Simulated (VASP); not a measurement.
# NiO (F-43m) in VASP: reference runs

Reference runs on NiO: the cell as given and a disturbed copy.

Everything below comes from runs of VASP 6.6.1. Logs are shortened: lines on timing, memory, paths and dates and some standing lists are left out, and cuts for length are marked.

**1. The structure**

The structure is cubic, space group F-43m (No. 216). The conventional cell has a = 4.124 Å, b = 4.124 Å, c = 4.124 Å, α = 90.00°, β = 90.00°, γ = 90.00°. Ni (site symmetry -43m) has 4 O at 1.79 Å as nearest neighbours. O (site symmetry -43m) is surrounded by 4 Ni at 1.79 Å.

The cell was built by a generator and needn't be a form met in nature.

**2. Single point, PBE, collinear spin, ferromagnetic start**

Contents of INCAR:

```
  PREC = Accurate
  ENCUT = 520
  EDIFF = 1E-7
  ISMEAR = -1
  SIGMA = 0.05
  LREAL = False
  LASPH = True
  NELM = 100
  ALGO = Normal
  ISIF = 2
  LWAVE = False
  LCHARG = False
  ISPIN = 2
  MAGMOM = 1 0
  LORBIT = 11
  LMAXMIX = 4
  GGA = PE
  NBANDS = 19
```

Contents of KPOINTS:

```
regular mesh
0
Gamma
  11 11 11
```

Contents of POSCAR:

```
NiO
1.0
    0.0000000000      2.0621708800      2.0621708800
    2.0621708800      0.0000000000      2.0621708800
    2.0621708800      2.0621708800      0.0000000000
Ni O
1 1
Direct
    0.0000000000      0.0000000000      0.0000000000
    0.7500000000      0.7500000000      0.7500000000
```

Potentials or basis: VASP PAW PBE potentials, release 64 (Ni, O).

Started as:

```console
$ cat potpaw_PBE.64/Ni/POTCAR potpaw_PBE.64/O/POTCAR > POTCAR
$ mpirun -np 1 vasp_std > vasp.out
```

OUTCAR:

```text
PREC = Accurate
   ENCUT = 520
   EDIFF = 1E-7
   ISMEAR = -1
   LREAL = False
   LASPH = True
   NELM = 100
   ISIF = 2
   ISPIN = 2
   LORBIT = 11
   GGA = PE

 ion  position               nearest neighbor table
   1  0.000  0.000  0.000-   2 1.79   2 1.79   2 1.79   2 1.79
   2  0.750  0.750  0.750-   1 1.79   1 1.79   1 1.79   1 1.79

  LATTYP: Found a face centered cubic cell.
 ALAT       =     4.1243417600

  Lattice vectors:

 A1 = (   0.0000000000,   2.0621708800,   2.0621708800)
 A2 = (   2.0621708800,   0.0000000000,   2.0621708800)
 A3 = (   2.0621708800,   2.0621708800,   0.0000000000)

Analysis of symmetry for initial positions (statically):
=====================================================================
 Subroutine PRICEL returns:
 Original cell was already a primitive cell.

 Routine SETGRP: Setting up the symmetry group for a
 face centered cubic supercell.

 Subroutine GETGRP returns: Found 24 space group operations
 (whereof 24 operations were pure point group operations)
 out of a pool of 48 trial point group operations.

The static configuration has the point symmetry T_d .

Analysis of symmetry for dynamics (positions and initial velocities):
=====================================================================
 Subroutine PRICEL returns:
 Original cell was already a primitive cell.

 Routine SETGRP: Setting up the symmetry group for a
 face centered cubic supercell.

 Subroutine GETGRP returns: Found 24 space group operations
 (whereof 24 operations were pure point group operations)
 out of a pool of 48 trial point group operations.

The dynamic configuration has the point symmetry T_d .

Analysis of structural, dynamic, and magnetic symmetry:
=====================================================================
 Subroutine PRICEL returns:
 Original cell was already a primitive cell.

 Routine SETGRP: Setting up the symmetry group for a
 face centered cubic supercell.

 Subroutine GETGRP returns: Found 24 space group operations
 (whereof 24 operations were pure point group operations)
 out of a pool of 48 trial point group operations.

The overall configuration has the point symmetry T_d .

 Subroutine INISYM returns: Found 24 space group operations
 (whereof 24 operations are pure point group operations),
 and found     1 'primitive' translations

----------------------------------------------------------------------------------------

                                     Primitive cell

  volume of cell :      17.5390

  direct lattice vectors                    reciprocal lattice vectors
     0.000000000  2.062170880  2.062170880    -0.242462933  0.242462933  0.242462933
     2.062170880  0.000000000  2.062170880     0.242462933 -0.242462933  0.242462933
     2.062170880  2.062170880  0.000000000     0.242462933  0.242462933 -0.242462933

  length of vectors
     2.916350026  2.916350026  2.916350026     0.419958119  0.419958119  0.419958119

  position of ions in fractional coordinates (direct lattice)
     0.000000000  0.000000000  0.000000000
     0.750000000  0.750000000  0.750000000

  ion indices of the primitive-cell ions
   primitive index   ion index
                 1           1
                 2           2

----------------------------------------------------------------------------------------

 KPOINTS: regular mesh

Automatic generation of k-mesh.
 Grid dimensions read from file:
 generate k-points for:   11   11   11

 Generating k-lattice:

  Cartesian coordinates                     Fractional coordinates (reciprocal lattice)
    -0.022042085  0.022042085  0.022042085     0.090909091  0.000000000  0.000000000
     0.022042085 -0.022042085  0.022042085     0.000000000  0.090909091  0.000000000
     0.022042085  0.022042085 -0.022042085     0.000000000  0.000000000  0.090909091

  Length of vectors
     0.038178011  0.038178011  0.038178011

  Shift w.r.t. Gamma in fractional coordinates (k-lattice)
     0.000000000  0.000000000  0.000000000

 Subroutine IBZKPT returns following result:
 ===========================================

 Found     56 irreducible k-points:

 Following reciprocal coordinates:
            Coordinates               Weight
  0.000000  0.000000  0.000000      1.000000
  0.090909  0.000000  0.000000      8.000000
  0.181818  0.000000  0.000000      8.000000
  0.272727  0.000000  0.000000      8.000000
  0.363636  0.000000  0.000000      8.000000
  0.454545  0.000000  0.000000      8.000000
[... 16 lines left out ...]
 -0.272727  0.181818  0.000000     24.000000
 -0.181818  0.181818  0.000000     12.000000
 [... further k-points ...]
   k-points           NKPTS =     56   k-points in BZ     NKDIM =     56   number of bands    NBANDS=     19
   number of dos      NEDOS =    301   number of ions     NIONS =      2
   total plane-waves  NPLWV =  13824
   dimension x,y,z NGX =    24 NGY =   24 NGZ =   24
   dimension x,y,z NGXF=    48 NGYF=   48 NGZF=   48
   ions per type =               1   1
   NGX,Y,Z   is equivalent  to a cutoff of  13.68, 13.68, 13.68 a.u.
   NGXF,Y,Z  is equivalent  to a cutoff of  27.36, 27.36, 27.36 a.u.
 SYSTEM =  unknown system
   PREC   = accura    normal or accurate (medium, high low for compatibility)
   ISTART =      0    job   : 0-new  1-cont  2-samecut
   ICHARG =      2    charge: 1-file 2-atom 10-const
   ISPIN  =      2    spin polarized calculation?
   LNONCOLLINEAR =      F non collinear calculations
   LSORBIT =      F    spin-orbit coupling
   LASPH  =      T    aspherical Exc in radial PAW
   ENCUT  =  520.0 eV  38.22 Ry    6.18 a.u.   5.42  5.42  5.42*2*pi/ulx,y,z
   NELM   =    100;   NELMIN=  2; NELMDL= -5     # of ELM steps
   EDIFF  = 0.1E-06   stopping-criterion for ELM
   LREAL  =      F    real-space projection
   EDIFFG = 0.1E-05   stopping-criterion for IOM
   NSW    =      0    number of steps for IOM
   IBRION =     -1    ionic relax: 0-MD 1-quasi-New 2-CG
   NFREE  =      0    steps in history (QN), initial steepest desc. (CG)
   ISIF   =      2    stress and relaxation
   ISYM   =      2    0-nonsym 1-usesym 2-fastsym
   POTIM  = 0.5000    time-step for ionic-motion
   TEBEG  =    0.0;   TEEND  =   0.0 temperature during run
   PSTRESS=    0.0 pullay stress
   NELECT =      16.0000    total number of electrons
   NUPDOWN=      -1.0000    fix difference up-down
   EMIN   =  10.00;   EMAX   =-10.00  energy-range for DOS
   EFERMI =   0.00;   METHOD = LEGACY
   ISMEAR =    -1;   SIGMA  =   0.05  broadening in eV -4-tet -1-fermi 0-gaus
   EFERMI_NEDOS =   21; number of points for ismear=-14 and -15
   IALGO  =     38    algorithm
   IMIX   =      4    mixing-type and parameters
     AMIX     =   0.40;   BMIX     =  1.00
     AMIX_MAG =   1.60;   BMIX_MAG =  1.00
  volume/ion in A,a.u.               =       8.77        59.18
  Fermi-wavevector in a.u.,A,eV,Ry     =   1.587743  3.000399 34.299301  2.520927
  Thomas-Fermi vector in A             =   2.686853
   LORBIT       =     11    0 simple, 1 ext, 2 COOP (PROOUT), +10 PAW based schemes
   GGA     = PE    functional components
   LHFCALC =     F    Hartree Fock is set to
   AEXX    =    0.0000 exact exchange contribution
   IVDW    =     0    specifies the selected vdW correction
   LEPSILON=     F    determine dielectric tensor
   LRPA    =     F    only Hartree local field effects (RPA)
 spin polarized calculation
  energy-cutoff  :      520.00
  volume of cell :       17.54
 maximum number of plane-waves:       495
 NGX is ok and might be reduce to    24
   NGX = 11   NGY = 11   NGZ = 11

 number of electron      15.9999989 magnetization       1.0108687

 Free energy of the ion-electron system (eV)
  ---------------------------------------------------
  ext. energy  EPLUGINS =         0.00000000
  ---------------------------------------------------
  free energy    TOTEN  =       -10.84202152 eV

  energy without entropy =      -10.82556974  energy(sigma->0) =      -10.83379563

 E-fermi :   9.0516     XC(G=0): -12.6756

 val. band max:        9.0465891257   @ k =  -0.1818   0.1818   0.0000
 cond. band min:       9.0641241911   @ k =   0.3636   0.1818   0.0000
 fundamental gap:      0.0175350655
 Fermi energy:         9.0515538277

 spin component 1

 k-point     1 :       0.0000    0.0000    0.0000
  band No.  band energies     occupation
      1     -13.1676      1.00000
      2       1.3428      1.00000
      3       1.3428      1.00000
      4       1.3429      1.00000
      5       6.3619      1.00000
      6       6.3619      1.00000
[... 11 lines left out ...]
     18      34.9016      0.00000
     19      34.9016      0.00000
[... 485 lines left out ...]
 k-point    24 :      -0.1818    0.1818    0.0000
  band No.  band energies     occupation
      1     -12.4807      1.00000
      2       0.4759      1.00000
      3       1.5099      1.00000
      4       1.6799      1.00000
      5       6.0950      1.00000
      6       6.4990      1.00000
[... 11 lines left out ...]
     18      41.0154      0.00000
     19      41.0160      0.00000

 [... further k-points ...]

 spin component 2

 k-point     1 :       0.0000    0.0000    0.0000
  band No.  band energies     occupation
      1     -12.8666      1.00000
      2       1.8467      1.00000
      3       1.8467      1.00000
      4       1.8467      1.00000
      5       6.9909      1.00000
      6       6.9909      1.00000
[... 11 lines left out ...]
     18      35.0795      0.00000
     19      35.0795      0.00000
[... 485 lines left out ...]
 k-point    24 :      -0.1818    0.1818    0.0000
  band No.  band energies     occupation
      1     -12.1590      1.00000
      2       0.8278      1.00000
      3       1.9580      1.00000
      4       2.1606      1.00000
      5       6.7539      1.00000
      6       7.1566      1.00000
[... 11 lines left out ...]
     18      41.1916      0.00000
     19      41.2182      0.00000

 [... further k-points ...]

------------------------ aborting loop because EDIFF is reached ----------------------------------------

  FORCE on cell =-STRESS in cart. coord.  units (eV):
  Direction    XX          YY          ZZ          XY          YZ          ZX
  --------------------------------------------------------------------------------------
  -------------------------------------------------------------------------------------
  Total        6.6292269      6.6292269      6.6292269      0.0000000     -0.0000000      0.0000000
  in kB      605.5772078    605.5772078    605.5772078      0.0000000     -0.0000000      0.0000000
  external PRESSURE =     605.5772078 kB  Pullay stress =       0.0000000 kB

 VOLUME and BASIS-vectors are now :
 -----------------------------------------------------------------------------
  energy-cutoff  :      520.00
  volume of cell :       17.54
      direct lattice vectors                 reciprocal lattice vectors
     0.000000000  2.062170880  2.062170880    -0.242462933  0.242462933  0.242462933
     2.062170880  0.000000000  2.062170880     0.242462933 -0.242462933  0.242462933
     2.062170880  2.062170880  0.000000000     0.242462933  0.242462933 -0.242462933

 POSITION                                       TOTAL-FORCE (eV/Angst)
 -----------------------------------------------------------------------------------
      0.00000      0.00000      0.00000         0.000000      0.000000     -0.000000
      3.09326      3.09326      3.09326        -0.000000     -0.000000      0.000000
 -----------------------------------------------------------------------------------
    total drift:                                0.000000      0.000000      0.000000

  FREE ENERGIE OF THE ION-ELECTRON SYSTEM (eV)
  ---------------------------------------------------
  free  energy   TOTEN  =       -10.8420215171 eV

  energy  without entropy=      -10.8255697421  energy(sigma->0) =      -10.83379563

 total charge

# of ion       s       p       d       tot
------------------------------------------
    1        0.491   0.773   8.489   9.753
    2        1.567   3.532   0.000   5.099
--------------------------------------------------
tot          2.058   4.305   8.489  14.852

 magnetization (x)

# of ion       s       p       d       tot
------------------------------------------
    1        0.001   0.038   0.764   0.802
    2        0.009   0.175   0.000   0.184
--------------------------------------------------
tot          0.010   0.213   0.764   0.987
```

Run time: 78 s. Hardware: 1 thread of Intel Xeon Platinum 8375C at 2.90GHz (Ice Lake), shared host; peak memory 0.16 GiB.

What came out:

```yaml
Free_energy: -10.8420 eV
Pressure: 60.6 GPa
Band_gap_on_the_k_mesh: none (metal or under the smearing width)
Net_moment: 1.01 μB per cell
Site_moments: Ni +0.80; O +0.18 μB
Valence_electrons_inside_the_program's_atomic_spheres: Ni 9.75; O 5.10
```

Levels at points of the mesh, in eV from the Fermi level:
Spin up:
```tsv
k point	band 6	band 7	band 8	band 9	band 10	band 11	band 12	band 13
(0.00, 0.00, 0.00)	-2.69	0.85	1.02	1.02	1.02	16.11	16.11	16.11
```
Spin down:
| k point | band 3 | band 4 | band 5 | band 6 | band 7 | band 8 | band 9 | band 10 | band 11 | band 12 |
| --- | --- | --- | --- | --- | --- | --- | --- | --- | --- | --- |
| (0.00, 0.00, 0.00) | -7.20 | -7.20 | -2.06 | -2.06 | 1.02 | 1.87 | 1.87 | 1.87 | 16.24 | 16.24 |

Caveat: a pressure of tens of GPa on the cell as given is suspect, and the run, the potentials or the cell itself is likely at fault; a cell with one magnetic atom can't hold antiferromagnetic order, which such compounds often take; semilocal functionals often make such compounds metallic where correlation or magnetic order opens a gap, which also shifts bond lengths. With open d or f shells a metallic result of PBE can be an artefact of self-interaction; +U or a hybrid may open a gap.

**3. Single point, PBE, collinear spin, ferromagnetic start (atoms moved at random, drawn with an rms of 0.05 Å)**

Contents of INCAR:

```
SYSTEM = NiO
PREC = Accurate ; ENCUT = 520
EDIFF = 1E-7 ; ISMEAR = -1
SIGMA = 0.05 ; LREAL = .FALSE.
LASPH = .TRUE. ; NELM = 100
ALGO = Normal ; ISIF = 2
LWAVE = .FALSE. ; LCHARG = .FALSE.
ISPIN = 2 ; MAGMOM = 1 0
LORBIT = 11 ; LMAXMIX = 4
GGA = PE ; NBANDS = 19
```

Contents of KPOINTS:

```
regular mesh
0
G
  11 11 11
  0 0 0
```

Contents of POSCAR:

```
NiO
1.0
    0.0000000000      2.0621708800      2.0621708800
    2.0621708800      0.0000000000      2.0621708800
    2.0621708800      2.0621708800      0.0000000000
Ni O
1 1
Direct
    0.0013620000      0.0062230000     -0.0201010000
    0.7403090000      0.7699860000      0.7353480000
```

Potentials or basis: VASP PAW PBE potentials, release 64 (Ni, O).

Started as:

```console
$ cat potpaw_PBE.64/Ni/POTCAR potpaw_PBE.64/O/POTCAR > POTCAR
$ mpirun -np 1 vasp_std > vasp.out
```

Run time: 12 min. Hardware: 1 thread of Intel Xeon Platinum 8375C at 2.90GHz (Ice Lake), shared host; peak memory 0.43 GiB.

The run converged. Its results:

| Item | Value |
| --- | --- |
| Free energy | -10.8280 eV |
| Pressure | 60.8 GPa |
| Largest force | 0.670 eV/Å |
| Band gap on the k mesh | none (metal or under the smearing width) |
| Net moment | 0.99 μB per cell |
| Site moments | Ni +0.79; O +0.18 μB |
| Valence electrons inside the program's atomic spheres | Ni 9.76; O 5.10 |

Forces in eV/Å, atoms in the order of the input:
```
Ni   0.647 -0.168  0.050
O   -0.647  0.168 -0.050
```

Stress tensor (GPa, compression positive):
```
60.65  0.80 -2.06
 0.80 60.92  7.45
-2.06  7.45 60.94
```

Levels at points of the mesh, in eV from the Fermi level:
Spin up:
| k point | band 7 | band 8 | band 9 | band 10 | band 11 | band 12 |
| --- | --- | --- | --- | --- | --- | --- |
| (0.00, 0.00, 0.00) | 0.70 | 0.92 | 1.12 | 1.17 | 16.10 | 16.11 |
Spin down:
```
           k point  band 6  band 7  band 8  band 9  band 10  band 11
(0.00, 0.00, 0.00)   -2.06    0.97    1.75    1.91     1.97    16.24
```

Caveat: the cell as given lies far from equilibrium; a cell with one magnetic atom can't hold antiferromagnetic order, which such compounds often take; semilocal functionals often make such compounds metallic where correlation or magnetic order opens a gap, which also shifts bond lengths.

**4. Single point, PBE, collinear spin, ferromagnetic start**

Contents of INCAR:

```
  PREC = Accurate
  ENCUT = 520
  EDIFF = 1E-7
  ISMEAR = -1
  SIGMA = 0.05
  LREAL = F
  LASPH = T
  NELM = 100
  ALGO = Normal
  ISIF = 2
  LWAVE = F
  LCHARG = T
  ISPIN = 2
  MAGMOM = 1 0
  LORBIT = 11
  LMAXMIX = 4
  GGA = PE
  LELF = T
  LVHAR = T
  NBANDS = 19
```

Contents of KPOINTS:

```
regular mesh
0
Gamma
  11 11 11
```

Contents of POSCAR:

```
NiO
1.0
    0.0000000000      2.0621708800      2.0621708800
    2.0621708800      0.0000000000      2.0621708800
    2.0621708800      2.0621708800      0.0000000000
Ni O
1 1
Direct
    0.0000000000      0.0000000000      0.0000000000
    0.7500000000      0.7500000000      0.7500000000
```

Started as:

```console
$ cat potpaw_PBE.64/Ni/POTCAR potpaw_PBE.64/O/POTCAR > POTCAR
$ mpirun -np 1 vasp_std > vasp.out
```

Run time: 64 s. Hardware: 1 thread of AMD EPYC 7R43 (Zen 3), shared host; peak memory 0.13 GiB.

Results (log left out):

```
Free energy                                           : -10.8420 eV
Pressure                                              : 60.6 GPa
Band gap on the k mesh                                : none (metal or under the smearing width)
Net moment                                            : 1.01 μB per cell
Site moments                                          : Ni +0.80; O +0.18 μB
Valence electrons inside the program's atomic spheres : Ni 9.75; O 5.10
```

Levels at points of the mesh, in eV from the Fermi level:
Spin up:
| k point | band 5 | band 6 | band 7 | band 8 | band 9 | band 10 | band 11 | band 12 | band 13 | band 14 |
| --- | --- | --- | --- | --- | --- | --- | --- | --- | --- | --- |
| (0.00, 0.00, 0.00) | -2.69 | -2.69 | 0.85 | 1.02 | 1.02 | 1.02 | 16.11 | 16.11 | 16.11 | 22.90 |
Spin down:
```csv
k point,band 4,band 5,band 6,band 7,band 8,band 9,band 10,band 11
"(0.00, 0.00, 0.00)",-7.20,-2.06,-2.06,1.02,1.87,1.87,1.87,16.24
```

Caveat: a pressure of tens of GPa on the cell as given is suspect, and the run, the potentials or the cell itself is likely at fault; a cell with one magnetic atom can't hold antiferromagnetic order, which such compounds often take; semilocal functionals often make such compounds metallic where correlation or magnetic order opens a gap, which also shifts bond lengths.
